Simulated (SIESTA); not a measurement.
Crystal: TiB2.

```
CELL_PARAMETERS angstrom
3.02920 0.00000 0.00000
-1.51460 2.62336 0.00000
0.00000 0.00000 3.22840
ATOMIC_POSITIONS crystal
Ti 0.00000 0.00000 0.00000
B 0.66667 0.33333 0.50000
B 0.33333 0.66667 0.50000
```

```yaml
Program: SIESTA 5.4.2
Task: single point
Functional: PBE
Potentials_or_basis: PseudoDojo 0.4 standard (PBE files)
Basis: DZP (energy shift 0.002 Ry)
Grid_cutoff: 800 Ry
Energy_shift: 0.002 Ry
k_mesh: 10 × 10 × 8
Occupations: fermi-dirac, width 0.05 eV
Spin: no spin polarisation
```

On this cell: pressure 2.2 GPa; largest force under 0.003 eV/Å; band gap on the k mesh none (metal or under the smearing width).

The same run follows on a disturbed copy (atoms moved at random, drawn with an rms of 0.05 Å):

```
CELL_PARAMETERS angstrom
3.02920 0.00000 0.00000
-1.51460 2.62336 0.00000
0.00000 0.00000 3.22840
ATOMIC_POSITIONS crystal
Ti 0.99663 0.98608 0.98473
B 0.65640 0.31348 0.50274
B 0.33149 0.66649 0.49409
```

Question: What does the disturbed cell give?

Answer: The energy (extrapolated to zero smearing) moves by +13.5 meV/atom; pressure 2.8 GPa; largest force 1.005 eV/Å; band gap on the k mesh none (metal or under the smearing width).

Forces in eV/Å, atoms in the order of the input:
```
Ti  -0.195  0.137  0.622
B    0.035  0.840 -0.448
B    0.160 -0.977 -0.171
```

Stress tensor (GPa, compression positive):
```
 2.53  0.10 -0.13
 0.10  6.36  0.15
-0.13  0.15 -0.43
```

Caveats: semicore shells carry a single zeta, which can move pressures by several GPa and volumes by a few percent; the basis of atomic orbitals isn't converged, which shifts pressures, moduli and gaps.
